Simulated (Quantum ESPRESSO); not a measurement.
SnO: dielectric tensor and Born charges under several settings

```
Sn O
1.0
     3.81370    0.00000    0.00000
     0.00000    3.81370    0.00000
     0.00000    0.00000    4.88691
Sn O
2 2
Direct
  0.50000 0.00000 0.76463
  0.00000 0.50000 0.23537
  0.00000 0.00000 0.00000
  0.50000 0.50000 0.00000
```

The cell is a database's computed one.

All runs used Quantum ESPRESSO 7.5; k mesh 6 × 6 × 4, shifted; given cell; no spin polarisation; cutoff 1143 eV; occupations smeared at first, fixed for the response.

| level | potentials | pressure (GPa) | ε∞ (diagonal) | Born charge of atom 1 (e) | sum of the Born charges (e) |
| --- | --- | --- | --- | --- | --- |
| LDA | PseudoDojo 0.4.1 SR LDA standard | -3.1 | 8.01, 8.01, 7.07 | 3.01 | 0.00 |
| PBE | PseudoDojo 0.4.1 SR PBE standard | ? | ? | ? | ? |
| PBEsol | PseudoDojo 0.4.1 SR PBEsol standard | 0.0 | 8.28, 8.28, 7.20 | 3.03 | 0.00 |
| WC | PseudoDojo 0.4.1 SR PBE standard | 0.4 | 8.27, 8.27, 7.22 | 3.02 | 0.00 |
| BLYP | PseudoDojo 0.4.1 SR PBE standard | 8.9 | 7.47, 7.47, 6.60 | 2.99 | -0.01 |

Task: What stands in the row left open?

Result: Pressure 4.1 GPa; ε∞ 8.13, 8.13, 7.05; Born charge of atom 1 3.03 e; sum of the Born charges 0.00 e.

Caveats: the cell is more than 3 GPa from zero pressure, which shifts response properties (some runs); the potentials were made for another functional, which shifts forces and pressure (some runs).

For the row left open. Caveat: the mesh is thin for the dielectric tensor, Born charges and intensities, which usually come out too large; the cell is more than 3 GPa from zero pressure, which shifts response properties.
